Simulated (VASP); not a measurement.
CaO (Lime):

```xyz
2
Lattice="0.0000 2.4589 2.3975 2.4589 0.0000 2.3975 2.4589 2.4589 0.0000" Properties=species:S:1:pos:R:3 pbc="T T T"
Ca    0.0000    0.0000    0.0000
O     2.4589    2.4589    2.3975
```

The cell isn't the ideal one: biaxial_xy strain +2.6%.

Base run:

| Property | Result |
| --- | --- |
| Program | VASP 6.6.1 |
| Functional | HSE06 |
| Potentials or basis | VASP PAW PBE potentials, release 64 (Ca_sv, O) |
| Cutoff | 520 eV |
| k mesh | 6 × 6 × 6 |
| Occupations | gaussian, width 0.01 eV |
| Spin | no spin polarisation |

Its results: band gap on the k mesh 5.21 eV, indirect (least direct gap 5.70 eV); pressure -4.3 GPa.

Question: The run is repeated on the same cell with these changes: functional from HSE06 to r2SCAN; k mesh from 6 × 6 × 6 to 10 × 10 × 10. What comes out?

Answer: Band gap on the k mesh 4.10 eV, indirect (least direct gap 4.56 eV); pressure -4.3 GPa.

Several settings changed at once, so the effect can't be laid on one alone.

Caveats: the PAW data sets were made with another functional, which shifts forces and pressure a little.

A k mesh can miss the band edges.
